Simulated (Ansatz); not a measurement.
# WC (Qusongite) (P-6m2) in Ansatz: further runs

Aim: see how the results for WC (Qusongite) move with the level of theory and the settings. Levels: LDA, PBEsol. Tasks: relaxation of cell and atoms.

Program: Ansatz 0.2.0. These are calculated values, not measurements. Logs are shortened: lines on timing, memory, paths and dates and some standing lists are left out, and cuts for length are marked.

### Step 1. The structure

It takes space group P-6m2 (No. 187, hexagonal). Conventional cell: a = 2.907 Å, b = 2.907 Å, c = 2.837 Å, α = 90.00°, β = 90.00°, γ = 120.00°. Around W (site symmetry -6m2) lie 6 C at 2.20 Å. C (site symmetry -6m2) has 6 W at 2.20 Å as nearest neighbours.

### Step 2. Relaxation of cell and atoms, LDA

Input file input.yaml:

```yaml
crystal:
  lattice:
    - [2.9065, 0.0, 0.0]
    - [-1.45325, 2.5171028361, 0.0]
    - [0.0, 0.0, 2.8366]
  atoms:
    - { symbol: W, position: [0.0, 0.0, 0.0] }
    - { symbol: C, position: [0.6666666667, 0.3333333333, 0.5] }
hamiltonian:
  xc: lda
  pseudopotentials: { kind: paw }
kpoints:
  mp_grid: { grid: [10, 10, 9] }
scf:
  occupations: { method: fermi_dirac, width: 0.05 }
output:
  forces: true
  stress: true
relax:
  f_tol: 0.01
  max_steps: 40
  cell: { stress_tol: 0.05 }
```

Potentials or basis: Ansatz PAW.

Started as:

```console
$ ansatz run input.yaml --threads 2 --pin off --max-ram 5632MiB --backend cpu --events-out ev --progress --plain --runs-dir out
```

Output:

```text
Warning: RAYON_NUM_THREADS=2 ignored (pool sized by the plan → 2); use --threads N
Engine: ansatz 0.2.0, x86_64-unknown-linux-gnu
Pseudopotentials: kind: paw
Pseudopotential: W, paw, valence charge 14, recommended cutoff 420 eV (normal), W.paw.azcp
Pseudopotential: C, paw, valence charge 4, recommended cutoff 420 eV (normal), C.paw.azcp
Functional definition: SPW92
  exchange = slater_x
  correlation = pw_c
Crystal: 2 atoms, lattice volume = 20.752 Å³
Basis set: ecut = 420 eV, 405 PW (Γ)
Bands: 13, of which v1, the nominal top of the filled ones, is band 9 counted from 1 (8 counted from 0)
Symmetry: 12 space group operations
Space group: P-6m2 (ITA 187), of the structure as read, at distance tolerance 2.7e-5 Å
k-points: 70 of 900 (time reversal used)
Non-local potential: W, projectors of the file, l = 0: 3, l = 1: 2, l = 2: 2, l = 3: 1
Non-local potential: C, projectors of the file, l = 0: 2, l = 1: 2, l = 2: 1
PAW form: soft (Blöchl's): semilocal exchange-correlation on the pseudo side does not see the compensation charge
PAW frozen core: W, regenerated for the run's functional, and the local potential with it (the file was generated under x = pbe(κ = 0.804, μ = 0.2195149727645171), c = pbe(β = 0.06672455060314922))
PAW frozen core: C, regenerated for the run's functional, and the local potential with it (the file was generated under x = pbe(κ = 0.804, μ = 0.2195149727645171), c = pbe(β = 0.06672455060314922))
PAW one-centre angular grid: W, 590 points (default); XC on 64 Gauss nodes
PAW one-centre angular grid: C, 110 points (default); XC on 64 Gauss nodes
Initial density: superposition of atomic densities (neutral atoms: chi_scale 0, normalization atom), corrected by the library's trained network
Initial wavefunctions: pseudopotential atomic-orbital guess
Functional: x = slater, c = lda
SCF iter   1: F=—  HF=-10373.333643 eV  |F-HF|=—  |Δ(HF+E_count)|=         —  Δρ=1.15e-2  dr2=2.52e-2  ethr=1.77e-3  ⟨swp⟩=5.8  Hψ=4568  notcnv=0
preconditioner: auto → none  [metal: Δε(μ)=0.123 eV  Ē_g=9.992 eV  σ=0.050 eV  W_gap=0.48  n_scr=8 (ndim 8)  ℏωp=25.8 eV  f_vac=0.000  D(μ)=0.20/eV (n_scr^D=0)  sad-step TF]
SCF iter   2: F=—  HF=-10373.331976 eV  |F-HF|=—  |Δ(HF+E_count)|=   1.67e-3  Δρ=7.73e-3  dr2=1.34e-2  ethr=1.40e-4  ⟨swp⟩=1.0  Hψ=1471  notcnv=0
SCF iter   3: F=—  HF=-10373.329254 eV  |F-HF|=—  |Δ(HF+E_count)|=   2.72e-3  Δρ=1.08e-3  dr2=1.01e-4  ethr=7.46e-5  ⟨swp⟩=2.5  Hψ=1510  notcnv=0
SCF iter   4: F=—  HF=-10373.329218 eV  |F-HF|=—  |Δ(HF+E_count)|=   3.61e-5  Δρ=2.24e-4  dr2=6.02e-6  ethr=5.63e-7  ⟨swp⟩=2.1  Hψ=1414  notcnv=0
SCF iter   5: F=—  HF=-10373.329218 eV  |F-HF|=—  |Δ(HF+E_count)|=   3.81e-7  Δρ=4.59e-5  dr2=3.54e-7  ethr=3.34e-8  ⟨swp⟩=2.9  Hψ=1417  notcnv=0
SCF iter   6: F=-10373.329217 eV  HF=-10373.329217 eV  |F-HF|=4.82e-9  |Δ(HF+E_count)|=   9.88e-8  Δρ=6.01e-6  dr2=7.13e-9  ethr=5.56e-10  ⟨swp⟩=5.0  Hψ=3306  notcnv=0
SCF 1 converged in 6 iterations: F = -10373.329217 eV  dr2 = 7.13e-9
relax step   1: F+E_penalty+E_count = -10373.32921740 eV  Δ(F+E_penalty+E_count) = +0.000e0 eV  max|allowed force component| = 1.110e-16 eV/Å  Δτ_max = 0.0000 Å  P = -9.797 GPa  Ω = 20.752 Å³  (6 SCF iters, dr2 threshold 1.00e-7 eV, accepted)
Crystal: 2 atoms, lattice volume = 19.988 Å³
[... 91 lines left out ...]
iter 3 did not close the SCF: its close was put off for the readings that it lacked (scf_convergence_deferred on its scf_iter line)
SCF iter   3: F=-10373.344704 eV  HF=-10373.344704 eV  |F-HF|=1.82e-12  |Δ(HF+E_count)|=  1.82e-12  Δρ=3.65e-7  dr2=8.26e-12  ethr=1.00e-12  ⟨swp⟩=1.0  Hψ=910  notcnv=0
iter 4 did not close the SCF: its close was put off for the readings that it lacked (scf_convergence_deferred on its scf_iter line)
SCF iter   4: F=-10373.344704 eV  HF=-10373.344704 eV  |F-HF|=3.64e-12  |Δ(HF+E_count)|=  7.28e-12  Δρ=5.85e-8  dr2=5.61e-13  ethr=1.00e-12  ⟨swp⟩=1.0  Hψ=910  notcnv=0
iter 5 did not close the SCF: its close was put off for the readings that it lacked (scf_convergence_deferred on its scf_iter line)
SCF iter   5: F=-10373.344704 eV  HF=-10373.344704 eV  |F-HF|=3.64e-12  |Δ(HF+E_count)|=  1.82e-12  Δρ=2.56e-8  dr2=8.71e-14  ethr=1.00e-12  ⟨swp⟩=1.0  Hψ=910  notcnv=0
iter 6 did not close the SCF: its close was put off for the readings that it lacked (scf_convergence_deferred on its scf_iter line)
SCF iter   6: F=-10373.344704 eV  HF=-10373.344704 eV  |F-HF|=3.64e-12  |Δ(HF+E_count)|=  7.28e-12  Δρ=1.47e-8  dr2=3.40e-14  ethr=1.00e-12  ⟨swp⟩=1.0  Hψ=910  notcnv=0
SCF iter   7: F=-10373.344704 eV  HF=-10373.344704 eV  |F-HF|=0.00e0  |Δ(HF+E_count)|=  3.64e-12  Δρ=5.11e-9  dr2=3.52e-15  ethr=1.00e-12  ⟨swp⟩=2.3  Hψ=2688  notcnv=0
SCF 8 converged in 7 iterations: F = -10373.344704 eV  dr2 = 3.52e-15
relax step   8: F+E_penalty+E_count = -10373.34470444 eV  Δ(F+E_penalty+E_count) = +4.930e-6 eV  max|allowed force component| = 2.220e-16 eV/Å  Δτ_max = 0.0000 Å  P = -0.000 GPa  Ω = 20.260 Å³  stress off target by 5.68e-4 GPa  SCF on the basis re-selected at this cell (its energy is not comparable with the rows above)  (7 SCF iters)
basis re-selected at this cell: Δ(F+E_penalty+E_count) = +4.930e-6 eV, ΔP = -0.000 GPa vs the last step (what re-selecting the basis moved, of the pressure what is left beyond the Pulay correction that the steps carried, after the strain that the cell walked since its last selection, with what the two solves' SCF thresholds leave and, on support functions, any second-order correction that the steps lacked; it is no measure of the basis error at this ecutwfc). This SCF's stress stands 5.68e-4 GPa from its target on what of the cell is left free (relax.cell.stress_tol is 5.00e-2 GPa) and its largest allowed force component is 2.22e-16 eV/Å (relax.f_tol is 1.00e-2 eV/Å): within both
SCF converged after 7 iterations
Free energy (F): -10373.344704 eV
Harris-Foulkes:  -10373.344704 eV  (|F-HF|=0.00e0)
Internal energy: -10373.342741 eV  (E = F + TS)
E sigma→0 (E₀):  -10373.343723 eV
Entropy (-TS):   -0.001963 eV (-0.982 meV/atom)
Fermi energy:    20.790477 eV
--- Per-component energies (eV) ---
  E_band       = -54.122320
  E_kinetic    = 544.449567
  E_local      = -655.252811  (includes V_loc(G=0)·N_el)
  E_nonlocal   = 32.442758
  E_hartree    = 231.346799
  E_xc         = -315.065902
  E_vxc        = -301.200992  (∫ρ·V_xc dr)
  E_paw        = -8400.956503  (= ΣΔE_a)
  E_vpaw       = -137.254388  (= ΣTr[D̂ρ^β])
  E_aug_tail   = -0.000052  (compensation charges beyond the density's cutoff)
  E_ewald      = -1810.652583
  E_core_change = 0.345985  (= ΣΔE_core)
  E_smearing   = -0.001963  (= −TS)
  E_closure    = 0.000000  (closes the sum)
  Σ components = -10373.344704   (vs F -10373.344704, Δ=0.00e0)
--- Forces (eV/Å), atoms counted from 1 ---
  atom   1  W      0.00000000     0.00000000     0.00000000
  atom   2  C      0.00000000     0.00000000     0.00000000
  max |Σ_I F_I| component: 5.92e-16 eV/Å
--- Stress (GPa, compression-positive) ---
       -0.000568      -0.000000       0.000000
       -0.000000      -0.000568       0.000000
        0.000000       0.000000      -0.000214
  P = ⅓ Tr σ = -0.0005 GPa (-0.005 kbar)
--- Relaxed structure (6 steps of the walk, 6 accepted, 2 SCFs on fresh bases) ---
  F+E_penalty+E_count = -10373.34470444 eV   max|allowed force component| = 2.220e-16 eV/Å   (the final SCF, on the basis selected at the relaxed cell)
  cell:  # Å, volume = 20.2601 Å³
    - [2.8846492593336874, -2.4259195393192777e-18, 9.166429412183884e-34]
    - [-1.4423246296668437, 2.498179539590938, 3.6491593873357196e-34]
    - [8.945980963563763e-34, 9.2773135918439e-34, 2.8114174697523726]
  atoms:
    - { symbol: W, position: [-3.700743415524894e-17, 2.550458562606146e-34, -2.3738919364399497e-66] }
    - { symbol: C, position: [0.6666666666666666, 0.33333333333333326, 0.5] }
```

Run time: 12 s. Hardware: 2 threads of Intel Xeon at 2.70GHz, shared host; peak memory 0.35 GiB.

Results:

* Free energy: -10373.3447 eV
* Relaxed volume: 10.13 Å³/atom
* Relaxed cell: a = 2.885 Å, b = 2.885 Å, c = 2.811 Å, α = 90.00°, β = 90.00°, γ = 120.00°
* Space group after relaxing (to 0.05 Å): P-6m2 (No. 187)
* Energy gained by relaxing: 7.7 meV/atom
* Ionic steps: 8
* Pressure after relaxing: 0.0 GPa

The path:
```csv
step,energy change (eV),largest force (eV/Å),volume (Å³)
1,0.0000,0.0000,20.75
2,-0.0119,0.0000,19.99
3,-0.0159,0.0000,20.28
4,-0.0164,0.0000,20.27
5,-0.0165,0.0000,20.26
6,-0.0155,0.0000,20.26
7,-0.0155,0.0000,20.26
8,-0.0155,0.0000,20.26
```

Final structure:
```
CELL_PARAMETERS angstrom
2.88465 0.00000 0.00000
-1.44232 2.49818 0.00000
0.00000 0.00000 2.81142
ATOMIC_POSITIONS crystal
W 0.00000 0.00000 0.00000
C 0.66667 0.33333 0.50000
```

Caveat: the plane-wave basis is chosen anew once the cell has moved, so the energies of steps on either side of that aren't comparable; the pressure holds a Pulay correction of +0.4 GPa for the finite cutoff; the PAW data sets come from PBE, with cores solved anew for the run's functional, which leaves a small shift of forces and pressure.

### Step 3. Relaxation of cell and atoms, PBEsol

input.yaml, as its differences from that of step 2:

```diff
@@ -9,3 +9,3 @@
 hamiltonian:
-  xc: lda
+  xc: pbesol
   pseudopotentials: { kind: paw }
@@ -18,2 +18,6 @@
   stress: true
+  write_density: true
+  write_potential: true
+  elf: true
+  volumetric_format: npy
 relax:
```

Potentials or basis: Ansatz PAW.

Started as:

```console
$ ansatz run input.yaml --threads 2 --pin off --max-ram 5632MiB --backend cpu --events-out ev --progress --plain --runs-dir out
```

Run time: 8.8 s. Hardware: 2 threads of Intel Xeon at 2.70GHz, shared host; peak memory 0.36 GiB.

It converged, with:

```yaml
Free_energy: -10503.7348 eV
Relaxed_volume: 10.29 Å³/atom
Relaxed_cell: a = 2.899 Å, b = 2.899 Å, c = 2.826 Å, α = 90.00°, β = 90.00°, γ = 120.00°
Space_group_after_relaxing_to_0.05_Å: P-6m2 (No. 187)
Energy_gained_by_relaxing: 1.0 meV/atom
Ionic_steps: 5
Pressure_after_relaxing: 0.0 GPa
Band_gap_on_the_k_mesh: none (metal or under the smearing width)
```

Step by step:
```csv
step,energy change (eV),largest force (eV/Å),volume (Å³)
1,0.0000,0.0000,20.75
2,-0.0020,0.0000,20.49
3,-0.0023,0.0000,20.58
4,-0.0023,0.0000,20.58
5,-0.0020,0.0000,20.58
```

Final structure:
```xyz
2
Lattice="2.8994 0.0000 0.0000 -1.4497 2.5110 0.0000 0.0000 0.0000 2.8264" Properties=species:S:1:pos:R:3 pbc="T T T"
W     0.0000    0.0000    0.0000
C     1.4497    0.8370    1.4132
```

Levels at points of the mesh, in eV from the Fermi level:
```csv
k point,band 5,band 6,band 7,band 8,band 9,band 10,band 11,band 12,band 13
"(0.00, 0.00, 0.00)",-14.48,-4.36,-3.37,-3.37,0.13,3.28,3.28,5.70,5.70
"(0.00, -0.50, 0.00)",-11.08,-7.06,-3.64,-3.61,-0.44,2.37,4.59,4.95,6.94
```

Caveat: the plane-wave basis is chosen anew once the cell has moved, so the energies of steps on either side of that aren't comparable; the pressure holds a Pulay correction of +0.3 GPa for the finite cutoff; the PAW data sets come from PBE, with cores solved anew for the run's functional, which leaves a small shift of forces and pressure. The run has no spin-orbit coupling, so splittings on W are missing.
